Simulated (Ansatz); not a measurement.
The system is SiNi3.

```
Ni Si
1.0
     1.29280    0.74640    7.66199
    -1.29280    0.74640    7.66199
     0.00000   -1.49280    7.66199
Ni Si
3 1
Direct
  0.25473 0.25473 0.25473
  0.50000 0.50000 0.50000
  0.74527 0.74527 0.74527
  0.00000 0.00000 0.00000
```

The cell comes from a database or a generator and needn't be the stable form of this composition.

Base run:

* Program: Ansatz 0.2.0
* Functional: PBEsol
* Potentials or basis: Ansatz PAW
* Cutoff: 420 eV (not typed: the program's choice for these potentials)
* k mesh: 12 × 12 × 12
* Occupations: fermi-dirac, width 0.05 eV
* Spin: no spin polarisation

Its results: band gap on the k mesh none (metal or under the smearing width); pressure -6.4 GPa; largest force 0.060 eV/Å.

**Question.** The run is repeated on the same cell with these changes: spin from no spin polarisation to collinear spin, ferrimagnetic start. What comes out?

**Answer.** Band gap on the k mesh none (metal or under the smearing width); pressure -6.3 GPa; net moment -0.47 μB per cell; site moments Ni -0.07, -0.36; Si +0.00 μB; largest force 0.059 eV/Å.

Caveats: the PAW data sets come from PBE, with cores solved anew for the run's functional, which leaves a small shift of forces and pressure; the starting moments weren't kept (some runs).
